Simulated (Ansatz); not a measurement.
## FeSi2 (Linzhiite): single point with PBEsol

Crystal: FeSi2 (Linzhiite).

```xyz
3
Lattice="2.6840 0.0000 0.0000 0.0000 2.6840 0.0000 0.0000 0.0000 5.1280" Properties=species:S:1:pos:R:3 pbc="T T T"
Fe    0.0000    0.0000    0.0000
Si    1.3420    1.3420    3.7434
Si    1.3420    1.3420    1.3846
```

```yaml
Program: Ansatz 0.2.0
Task: single point
Functional: PBEsol
Potentials_or_basis: Ansatz PAW
Cutoff: "420 eV (not typed: the program's choice for these potentials)"
k_mesh: 10 × 10 × 5
Occupations: fermi-dirac, width 0.05 eV
Spin: collinear spin, random start
Starting_moments: "[-2.11, 0.0, 0.0] μB"
```

```
Pressure               : -1.6 GPa
Largest force          : 0.251 eV/Å
Band gap on the k mesh : none (metal or under the smearing width)
Net moment             : 0.00 μB per cell
Absolute moment        : 0.00 μB per cell
```

Forces in eV/Å, atoms in the order of the input:
```
Fe   0.000  0.000  0.000
Si   0.000  0.000 -0.251
Si   0.000  0.000  0.251
```

Stress tensor (GPa, compression positive):
```
-1.00  0.00  0.00
 0.00 -1.00  0.00
 0.00  0.00 -2.78
```

Levels at points of the mesh, in eV from the Fermi level:
Spin up:
```csv
k point,band 8,band 9,band 10,band 11,band 12,band 13,band 14,band 15,band 16,band 17
"(0.00, 0.00, 0.00)",-3.63,-1.67,-1.53,-1.53,-0.65,4.54,4.54,6.42,7.17,8.01
"(0.00, -0.50, 0.00)",-4.46,-3.85,-3.21,-2.11,-1.11,0.11,1.44,2.29,7.89,8.61
"(-0.50, -0.50, 0.00)",-4.46,-4.46,-3.20,-2.27,0.17,0.41,2.59,2.98,2.98,3.47
```
Spin down:
| k point | band 8 | band 9 | band 10 | band 11 | band 12 | band 13 | band 14 | band 15 | band 16 | band 17 |
| --- | --- | --- | --- | --- | --- | --- | --- | --- | --- | --- |
| (0.00, 0.00, 0.00) | -3.63 | -1.67 | -1.53 | -1.53 | -0.65 | 4.54 | 4.54 | 6.42 | 7.17 | 8.01 |
| (0.00, -0.50, 0.00) | -4.46 | -3.85 | -3.21 | -2.11 | -1.11 | 0.11 | 1.44 | 2.29 | 7.89 | 8.61 |
| (-0.50, -0.50, 0.00) | -4.46 | -4.46 | -3.20 | -2.27 | 0.17 | 0.41 | 2.59 | 2.98 | 2.98 | 3.47 |

Run time: 5.1 s on 2 threads of Arm Neoverse V1, on a shared host, peak memory 0.36 GiB.

Caveat: the starting moments collapsed, and a magnetic state may lie lower; the PAW data sets come from PBE, with cores solved anew for the run's functional, which leaves a small shift of forces and pressure; the starting moments weren't kept.
